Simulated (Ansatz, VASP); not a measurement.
## One calculation of InAs3, two programs

```
In As
1.0
    -2.80135    2.80135    2.80135
     2.80135   -2.80135    2.80135
     2.80135    2.80135   -2.80135
In As
1 3
Direct
  0.00000 0.00000 0.00000
  0.00000 0.50000 0.50000
  0.50000 0.00000 0.50000
  0.50000 0.50000 0.00000
```

Alike in both runs: functional PBE; k mesh 4 × 4 × 4; occupations gaussian, width 0.1 eV; no spin polarisation.

Ansatz relaxed the structure, and its values are those at the end. VASP's run is a single point on that final structure, the one shown.

|  | VASP | Ansatz |
| --- | --- | --- |
| version | VASP 6.6.1 | Ansatz 0.2.0 |
| potentials or method | VASP PAW PBE potentials, release 64 (In_d, As) | scalar-relativistic, plane waves, PAW |
| plane-wave cutoff (eV) | 520 | 420 |
| valence electrons in the cell | 28 | 58 |

Ansatz gave:

* gap on the k mesh at the Fermi level (eV): none
* pressure (GPa): -0.2

Problem. What did VASP give for the same quantities?

Solution. gap on the k mesh at the Fermi level (eV): none; pressure (GPa): -0.1.

A gap of «none» marks a metal or a gap that the smearing closes. With one functional, cell and mesh, what is left measures potentials, basis and numerics. The two sets of potentials don't hold the same shells in valence.

Caveats: the k mesh is coarse (spacing up to 0.40 Å⁻¹), so the values aren't converged.
